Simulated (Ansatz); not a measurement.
# Ge (Fd-3m) in Ansatz: notebook, part 2 of 2

Ansatz 0.2.0.

### 5 Single point, PBE

The input, input.yaml:

```yaml
crystal:
  lattice:
    - [0.0, 2.82891, 2.82891]
    - [2.82891, 0.0, 2.82891]
    - [2.82891, 2.82891, 0.0]
  atoms:
    - { symbol: Ge, position: [0.75, 0.75, 0.75] }
    - { symbol: Ge, position: [0.5, 0.5, 0.5] }
hamiltonian:
  xc: pbe
  pseudopotentials: { kind: paw }
kpoints:
  mp_grid: { grid: [8, 8, 8] }
scf:
  occupations: { method: gaussian, width: 0.03 }
output:
  forces: true
  stress: true
  eigenvalues: true
  write_density: true
  write_potential: true
  elf: true
  volumetric_format: npy
```

Potentials or basis: Ansatz PAW.

Command:

```bash
ansatz run input.yaml --threads 2 --pin off --max-ram 5632MiB --backend cpu --events-out ev --progress --plain --runs-dir out
```

Output:

```text
Warning: RAYON_NUM_THREADS=2 ignored (pool sized by the plan → 2); use --threads N
Engine: ansatz 0.2.0, x86_64-unknown-linux-gnu
Pseudopotentials: kind: paw
Pseudopotential: Ge, paw, valence charge 14, recommended cutoff 420 eV (normal), Ge.paw.azcp
Functional definition: PBE
  parameter kappa = 0.804
  parameter beta = 0.06672455060314922
  exchange = pbe_x(kappa = kappa, mu = beta*pi^2/3)
  correlation = pbe_c(beta = beta)
Crystal: 2 atoms, lattice volume = 45.278 Å³
Basis set: ecut = 420 eV, 893 PW (Γ), exchange–correlation on 54×54×54 points (8 copies of the dense FFT grid, shifted against one another)
Bands: 18, of which v1, the nominal top of the filled ones, is band 14 counted from 1 (13 counted from 0)
Symmetry: 48 space group operations
Space group: Fd-3m (ITA 227), of the structure as read, at distance tolerance 3.6e-5 Å
k-points: 29 of 512
Non-local potential: Ge, projectors of the file, l = 0: 2, l = 1: 2, l = 2: 3, l = 3: 1
PAW form: soft (Blöchl's): semilocal exchange-correlation on the pseudo side does not see the compensation charge
PAW one-centre angular grid: Ge, 590 points (default); XC on 64 Gauss nodes
Initial density: superposition of atomic densities (neutral atoms: chi_scale 0, normalization atom), corrected by the library's trained network
Initial wavefunctions: pseudopotential atomic-orbital guess
Functional: x = pbe(κ = 0.804, μ = 0.2195149727645171), c = pbe(β = 0.06672455060314922)
SCF iter   1: F=—  HF=-8589.930118 eV  |F-HF|=—  |Δ(HF+E_count)|=         —  Δρ=1.23e-3  dr2=6.77e-4  ethr=1.77e-3  ⟨swp⟩=6.0  Hψ=2443  notcnv=0
preconditioner: auto → none  [insulator: Δε(μ)=0.032 eV  Ē_g=23.456 eV  σ=0.030 eV  W_gap=0.52  n_scr=14 (ndim 8)  ℏωp=29.2 eV  f_vac=0.074  D(μ)=0.18/eV (n_scr^D=0)  ε∞_Penn≈2.5]
SCF iter   2: F=—  HF=-8589.929768 eV  |F-HF|=—  |Δ(HF+E_count)|=   3.50e-4  Δρ=7.71e-4  dr2=1.60e-4  ethr=2.42e-6  ⟨swp⟩=2.0  Hψ=1159  notcnv=0
SCF iter   3: F=—  HF=-8589.929751 eV  |F-HF|=—  |Δ(HF+E_count)|=   1.62e-5  Δρ=2.86e-4  dr2=2.40e-5  ethr=5.71e-7  ⟨swp⟩=2.0  Hψ=929  notcnv=0
SCF iter   4: F=—  HF=-8589.929792 eV  |F-HF|=—  |Δ(HF+E_count)|=   4.08e-5  Δρ=1.00e-4  dr2=4.14e-6  ethr=8.58e-8  ⟨swp⟩=2.0  Hψ=639  notcnv=0
SCF iter   5: F=—  HF=-8589.929798 eV  |F-HF|=—  |Δ(HF+E_count)|=   5.51e-6  Δρ=2.82e-5  dr2=2.48e-7  ethr=1.48e-8  ⟨swp⟩=3.0  Hψ=929  notcnv=0
SCF iter   6: F=-8589.929798 eV  HF=-8589.929798 eV  |F-HF|=1.37e-8  |Δ(HF+E_count)|=   3.32e-8  Δρ=5.88e-6  dr2=7.85e-9  ethr=3.57e-10  ⟨swp⟩=8.2  Hψ=3584  notcnv=0
SCF 1 converged in 6 iterations: F = -8589.929798 eV  dr2 = 7.85e-9
SCF converged after 6 iterations
Free energy (F): -8589.929798 eV
Harris-Foulkes:  -8589.929798 eV  (|F-HF|=1.37e-8)
Internal energy: -8589.929713 eV  (E = F + TS)
E sigma→0 (E₀):  -8589.929755 eV
Entropy (-TS):   -0.000085 eV (-0.042 meV/atom)
Fermi energy:    8.602426 eV
--- Per-component energies (eV) ---
  E_band       = -298.285754
  E_kinetic    = 223.242283
  E_local      = -4941.036865  (includes V_loc(G=0)·N_el)
  E_nonlocal   = 837.269655
  E_hartree    = 2168.913193
  E_xc         = -151.291297
  E_vxc        = -129.428522  (∫ρ·V_xc dr)
  E_paw        = -4039.892691  (= ΣΔE_a)
  E_vpaw       = -626.154013  (= ΣTr[D̂ρ^β])
  E_aug_tail   = 0.000717  (compensation charges beyond the density's cutoff)
  E_ewald      = -2687.134708
  E_smearing   = -0.000085  (= −TS)
  E_closure    = 0.000000  (closes the sum)
  Σ components = -8589.929798   (vs F -8589.929798, Δ=0.00e0)
--- Forces (eV/Å), atoms counted from 1 ---
  atom   1  Ge     0.00000000    -0.00000000    -0.00000000
  atom   2  Ge     0.00000000    -0.00000000    -0.00000000
  max |Σ_I F_I| component: 8.33e-17 eV/Å
--- Stress (GPa, compression-positive) ---
        3.598709      -0.000000       0.000000
       -0.000000       3.598709       0.000000
        0.000000      -0.000000       3.598709
  P = ⅓ Tr σ = 3.5987 GPa (35.987 kbar)
--- Band table (eV; the first three rows and the last of 29) ---
  k-point 0: bands = ["-16.2233", "-16.2233", "-16.2233", "-16.1878", "-16.1878", "-15.9761", "-15.9761", "-15.9761", "-15.9632", "-15.9632", "-4.1952", "8.5786", "8.5786", "8.5786", "8.6082", "11.1270", "11.1270", "11.1270"]
  k-point 1: bands = ["-16.2315", "-16.2315", "-16.2208", "-16.1763", "-16.1763", "-15.9883", "-15.9883", "-15.9791", "-15.9528", "-15.9528", "-4.0049", "6.2235", "8.2433", "8.2433", "9.6157", "11.5753", "11.5753", "12.0648"]
  k-point 2: bands = ["-16.2416", "-16.2416", "-16.2147", "-16.1591", "-16.1591", "-16.0022", "-16.0022", "-15.9863", "-15.9424", "-15.9424", "-3.4526", "3.8618", "7.6958", "7.6958", "9.2482", "12.2066", "12.2066", "14.2111"]
  k-point 28: bands = ["-16.2711", "-16.2711", "-16.1293", "-16.1293", "-16.0805", "-16.0805", "-16.0482", "-16.0482", "-15.9093", "-15.9093", "-0.2101", "-0.2101", "4.6755", "4.6755", "12.8992", "12.8992", "13.2926", "13.2926"]
```

Wall time 4.3 s (2 threads of Intel Xeon at 2.50GHz (Skylake/Cascade Lake), shared host); peak memory 0.33 GiB.

What came out:

```yaml
Free_energy: -8589.9298 eV
Pressure: 3.6 GPa
Band_gap_on_the_k_mesh: 0.03 eV, direct
```

### 6 Relaxation of cell and atoms, RPBE

The input, input.yaml:

```yaml
crystal:
  lattice:
    - [0.0, 2.82891, 2.82891]
    - [2.82891, 0.0, 2.82891]
    - [2.82891, 2.82891, 0.0]
  atoms:
    - { symbol: Ge, position: [0.75, 0.75, 0.75] }
    - { symbol: Ge, position: [0.5, 0.5, 0.5] }
hamiltonian:
  xc: rpbe
  pseudopotentials: { kind: paw }
kpoints:
  mp_grid: { grid: [8, 8, 8] }
scf:
  occupations: { method: fermi_dirac, width: 0.05 }
output:
  forces: true
  stress: true
relax:
  f_tol: 0.01
  max_steps: 40
  cell: { stress_tol: 0.05 }
```

Potentials or basis: Ansatz PAW.

Command:

```bash
ansatz run input.yaml --threads 2 --pin off --max-ram 5632MiB --backend cpu --events-out ev --progress --plain --runs-dir out
```

Run time: 8.3 s. Hardware: 2 threads of Intel Xeon at 2.50GHz (Skylake/Cascade Lake), shared host; peak memory 0.36 GiB.

Results (log left out):

```yaml
Free_energy: -8601.4195 eV
Relaxed_volume: 24.59 Å³/atom
Relaxed_cell: a = 4.112 Å, b = 4.112 Å, c = 4.112 Å, α = 60.00°, β = 60.00°, γ = 60.00°
Space_group_after_relaxing_to_0.05_Å: Fd-3m (No. 227)
Energy_gained_by_relaxing: 30.9 meV/atom
Ionic_steps: 5
Pressure_after_relaxing: 0.0 GPa
```

Step by step:
```
step  energy change (eV)  largest force (eV/Å)  volume (Å³)
   1              0.0000                0.0000        45.28
   2             -0.0581                0.0000        48.25
   3             -0.0611                0.0000        49.06
   4             -0.0611                0.0000        49.18
   5             -0.0619                0.0000        49.18
```

Final structure:
```yaml
crystal:
  lattice:
    - [0.00000, 2.90795, 2.90795]
    - [2.90795, 0.00000, 2.90795]
    - [2.90795, 2.90795, 0.00000]
  atoms:
    - { symbol: Ge, position: [0.75000, 0.75000, 0.75000] }
    - { symbol: Ge, position: [0.50000, 0.50000, 0.50000] }
```

Caveat: the plane-wave basis is chosen anew once the cell has moved, so the energies of steps on either side of that aren't comparable; the PAW data sets come from PBE, with cores solved anew for the run's functional, which leaves a small shift of forces and pressure.

### 7 Overview

| task | level | cell | smearing | gap on the mesh (eV) | pressure (GPa) | relaxed volume (Å³/atom) |
| --- | --- | --- | --- | --- | --- | --- |
| relaxation of cell and atoms | BLYP+D3(BJ) | relaxed | fermi-dirac 0.05 eV | none | 0.0 | 23.42 |
| relaxation of cell and atoms | BLYP+D4 | relaxed | fermi-dirac 0.05 eV | - | 0.0 | 23.60 |
| single point | PBE | as given | gaussian 0.029 eV | 0.03 | 3.6 | - |
| single point | PBE | as given | gaussian 0.03 eV | 0.03 | 3.6 | - |
| relaxation of cell and atoms | RPBE | relaxed | fermi-dirac 0.05 eV | - | 0.0 | 24.59 |

Alike in all rows: potentials or basis Ansatz PAW; no spin polarisation; k mesh 8 × 8 × 8; cutoff (eV) 420.

Caveats: the plane-wave basis is chosen anew once the cell has moved, so the energies of steps on either side of that aren't comparable (some runs); the PAW data sets come from PBE, with cores solved anew for the run's functional, which leaves a small shift of forces and pressure (some runs); pairwise dispersion overbinds metals, which lowers pressure and volume (some runs); this crystal is a semiconductor, whose small gap the functional closes, so the metal is an error of the method (some runs).

Absolute energies hang on the potentials; compare differences alone.

### 8 How close it comes

Step 2. The cell as given is a measured one (22.64 Å³/atom); BLYP+D3(BJ) puts the equilibrium volume +3.5 % from it, thermal expansion not counted.

Step 3. The cell as given is a measured one (22.64 Å³/atom); BLYP+D4 puts the equilibrium volume +4.3 % from it, thermal expansion not counted.

Step 4. A measured gap of Ge is 0.666 eV (indirect; 293 K; “Electronic and optical properties of SixGe1-x-ySny alloys lattice-matched to Ge”, 2021, arxiv:2109.02782); the calculated 0.03 eV misses it by -0.64 eV. 3 values of this kind are on record (0.666 to 0.807 eV); this one was drawn at random among those near their median. Spin-orbit coupling on Ge is left out. The value is that of PBE on a finite k mesh, which can miss the band edges, without temperature or zero-point motion. Semilocal functionals fall short of measured gaps as a rule.

Step 5. A measured gap of Ge is 0.807 eV (direct; 300 K; “Electronic and optical properties of SixGe1-x-ySny alloys lattice-matched to Ge”, 2021, arxiv:2109.02782); the calculated 0.03 eV misses it by -0.78 eV. 3 values of this kind are on record (0.666 to 0.807 eV); this one was drawn at random among those near their median. Spin-orbit coupling on Ge is left out. The value is that of PBE on a finite k mesh, which can miss the band edges, without temperature or zero-point motion. Semilocal functionals fall short of measured gaps as a rule.

Step 6. The cell as given is a measured one (22.64 Å³/atom); RPBE puts the equilibrium volume +8.6 % from it, thermal expansion not counted.
